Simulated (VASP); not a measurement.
Write the native input for VASP 6.6.1 that does the following.

```
Task                   : relaxation of cell and atoms
Functional             : PBE
Potentials or basis    : VASP PAW PBE potentials, release 64 (Al, O)
Cutoff                 : 600 eV
k mesh                 : 4 × 6 × 6
Occupations            : gaussian, width 0.03 eV
Spin                   : no spin polarisation
Further INCAR settings : ALGO = Normal; EDIFF = 1e-06; IBRION = 2; EDIFFG = -0.01; NSW = 90; ISIF = 3
```

The structure of Al2O3 lies in POSCAR:

```
Al2O3
1.0
    7.0899410000      0.0000000000      0.0000000000
    0.0000000000      4.8469330000      0.0000000000
    0.0000000000      0.0000000000      4.9854040000
Al O
8 12
Direct
    0.3903950000      0.2521520000      0.0305140000
    0.6096050000      0.2521520000      0.4694860000
    0.1096050000      0.2478480000      0.5305140000
    0.8903950000      0.2478480000      0.9694860000
    0.6096050000      0.7478480000      0.9694860000
    0.3903950000      0.7478480000      0.5305140000
    0.8903950000      0.7521520000      0.4694860000
    0.1096050000      0.7521520000      0.0305140000
    0.6540020000      0.1070210000      0.1019760000
    0.3459980000      0.1070210000      0.3980240000
    0.8459980000      0.3929790000      0.6019760000
    0.1540020000      0.3929790000      0.8980240000
    0.3459980000      0.8929790000      0.8980240000
    0.6540020000      0.8929790000      0.6019760000
    0.1540020000      0.6070210000      0.3980240000
    0.8459980000      0.6070210000      0.1019760000
    0.0000000000      0.0494040000      0.2500000000
    0.5000000000      0.4505960000      0.7500000000
    0.0000000000      0.9505960000      0.7500000000
    0.5000000000      0.5494040000      0.2500000000
```

Measurements of this composition are mostly on another form, of space group No. 167.

One way to write it, as run:

INCAR

```
PREC = Accurate
ENCUT = 600
EDIFF = 1E-6
ISMEAR = 0
SIGMA = 0.03
LREAL = False
LASPH = True
NELM = 80
ALGO = Normal
ISIF = 3
LWAVE = False
LCHARG = False
GGA = PE
IBRION = 2
NSW = 90
EDIFFG = -0.01
KPAR = 4
```

KPOINTS

```
Automatic mesh
0
Gamma
  4 6 6
```

Potentials or basis: VASP PAW PBE potentials, release 64 (Al, O).

Launch:

```sh
$ cat potpaw_PBE.64/Al/POTCAR potpaw_PBE.64/O/POTCAR > POTCAR
$ mpirun -np 4 vasp_std > vasp.out
```

Results of the run:

```
Relaxed volume                         : 8.55 Å³/atom
Relaxed cell                           : a = 7.086 Å, b = 4.845 Å, c = 4.983 Å, α = 90.00°, β = 90.00°, γ = 90.00°
Space group after relaxing (to 0.05 Å) : Pbcn (No. 60)
Energy gained by relaxing              : 0.0 meV/atom
Ionic steps                            : 3
Pressure after relaxing                : 0.0 GPa
Largest force after relaxing           : 0.006 eV/Å
Band gap on the k mesh                 : 5.33 eV, direct
```

It took 2.2 min on 4 MPI ranks on Intel(R) Xeon(R) 6975P-C (Granite Rapids) (shared host), peak memory 0.58 GiB a rank.
